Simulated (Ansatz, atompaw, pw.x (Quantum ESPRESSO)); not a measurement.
What a changed setting does to a pw.x run (fcc Ga)

Potential: PAW, atompaw 4.2.0.5, PBE; core [Ar], reference 3d10 4s2 4p1; waves: 4s (bound): rc 1.60 bohr; 4s channel at 0.9 Ry: rc 2.20 bohr; 4p (bound): rc 2.20 bohr; 4p channel at 0.7 Ry: rc 2.20 bohr; 3d (bound): rc 1.30 bohr; 3d channel at -0.9 Ry: rc 1.30 bohr; local part: bessel scheme, radius 2.10 bohr; core correction: smooth core density matched at 1.40 bohr; augmentation: sinc compensation charge, radius 1.60 bohr; PAW radius 2.20 bohr; waves and projectors: custom rrkj vanderbiltortho.

The reference run (k-mesh 13³, cutoffs 170/900 Ry, Fermi–Dirac 0.01 Ry, mixing_beta 0.4, conv_thr 1e-9, no spin) gives 0.11 GPa at 19.025 Å³/atom, where all-electron LAPW gives -0.07 GPa. This run, with its own iteration cap, changes ecutrho/ecutwfc to 6.

```
&control
  calculation='scf', prefix='x', pseudo_dir='./', outdir='./tmp', tstress=.true., disk_io='none'
/
&system
  ibrav=0, nat=1, ntyp=1, ecutwfc=170, ecutrho=1020, nbnd=14,
  occupations='smearing', smearing='fd', degauss=0.01
/
&electrons
  conv_thr=1e-09, mixing_beta=0.4, electron_maxstep=60
/
ATOMIC_SPECIES
Ga 1.0 Ga.UPF
CELL_PARAMETERS angstrom
  0.00000000 2.11884029 2.11884029
  2.11884029 0.00000000 2.11884029
  2.11884029 2.11884029 0.00000000
ATOMIC_POSITIONS crystal
Ga 0.0000 0.0000 0.0000
K_POINTS automatic
13 13 13 0 0 0
```

```bash
pw.x < Ga.scf.in > Ga.scf.out
```

Task: How does the run end?

Result: It converges in 7 iterations; the free energy moves by +0.0 meV/atom and the pressure by +0.00 GPa. The result is that of the reference run.

```
Message from routine setup:
     using ibrav=0 with symmetry is DISCOURAGED, use correct ibrav instead
     lattice parameter (alat)  =       5.6626  a.u.
     unit-cell volume          =     128.3871 (a.u.)^3
     number of electrons       =        13.00
     number of Kohn-Sham states=           14
     kinetic-energy cutoff     =     170.0000  Ry
     charge density cutoff     =    1020.0000  Ry
     scf convergence threshold =      1.0E-09
     Exchange-correlation= SLA PW PBX PBC
     number of k points=    84  Fermi-Dirac smearing, width (Ry)=  0.0100
     iteration #  1     ecut=   170.00 Ry     beta= 0.40
     total energy              =    -277.92372056 Ry
     estimated scf accuracy    <       0.00695112 Ry
     iteration #  2     ecut=   170.00 Ry     beta= 0.40
     total energy              =    -277.92453656 Ry
     estimated scf accuracy    <       0.00085157 Ry
     iteration #  3     ecut=   170.00 Ry     beta= 0.40
     total energy              =    -277.92453061 Ry
     estimated scf accuracy    <       0.00012467 Ry
     iteration #  4     ecut=   170.00 Ry     beta= 0.40
     total energy              =    -277.92454033 Ry
     estimated scf accuracy    <       0.00000099 Ry
     iteration #  5     ecut=   170.00 Ry     beta= 0.40
     total energy              =    -277.92454181 Ry
     estimated scf accuracy    <       0.00000005 Ry
     iteration #  6     ecut=   170.00 Ry     beta= 0.40
     total energy              =    -277.92454183 Ry
     estimated scf accuracy    <          4.0E-09 Ry
     iteration #  7     ecut=   170.00 Ry     beta= 0.40
     the Fermi energy is    10.6570 ev
!    total energy              =    -277.92454184 Ry
     estimated scf accuracy    <          1.2E-10 Ry
     smearing contrib. (-TS)   =      -0.00178178 Ry
     The total energy is F=E-TS. E is the sum of the following terms:
     one-electron contribution =     -92.88605141 Ry
     hartree contribution      =      41.64535242 Ry
     xc contribution           =     -21.64850305 Ry
     ewald contribution        =     -96.75777986 Ry
     one-center paw contrib.   =    -108.27577816 Ry
     convergence has been achieved in   7 iterations
          total   stress  (Ry/bohr**3)                   (kbar)     P=        1.15
     Message from routine punch:
     Nothing written, as per user request (disk_io='none')
```

The run took about 60 s on one core of a shared host (Intel(R) Xeon(R) Platinum 8375C CPU @ 2.90GHz, 128 threads, 992 GiB, load 54).
